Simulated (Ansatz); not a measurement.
In, 1 atom in the cell. Symmetry: Im-3m, No. 229, cubic system. Conventional cell: a = 3.765 Å, b = 3.765 Å, c = 3.765 Å, α = 90.00°, β = 90.00°, γ = 90.00°. Around In (site symmetry m-3m) lie 8 In at 3.26 Å. This isn't the form of In at room conditions, which is tetragonal.

| Item | Value |
| --- | --- |
| Program | Ansatz 0.2.0 |
| Task | density of states |
| Functional | rPW86-PBE |
| Dispersion | D4 |
| Potentials or basis | Ansatz PAW |
| Cutoff | 420 eV |
| Density cutoff | 5040 eV |
| k mesh | 10 × 10 × 10 |
| Occupations | gaussian, width 0.01 eV |
| Spin | no spin polarisation |

Potentials or basis: Ansatz PAW.

Command:

```sh
$ ansatz run input.yaml --threads 1 --pin off --max-ram 2560MiB --backend cpu --events-out ev --progress --plain --runs-dir out
```

Hardware: 1 thread of AMD EPYC 7B13 (Zen 3), with other jobs on the host.

Task: Estimate the wall time of this run.

Result: Run time: 2.1 s on 1 thread of AMD EPYC 7B13 (Zen 3) (shared host), peak memory 0.38 GiB. Counts: scf iterations 6, plane waves 531, k points 47, bands 13.
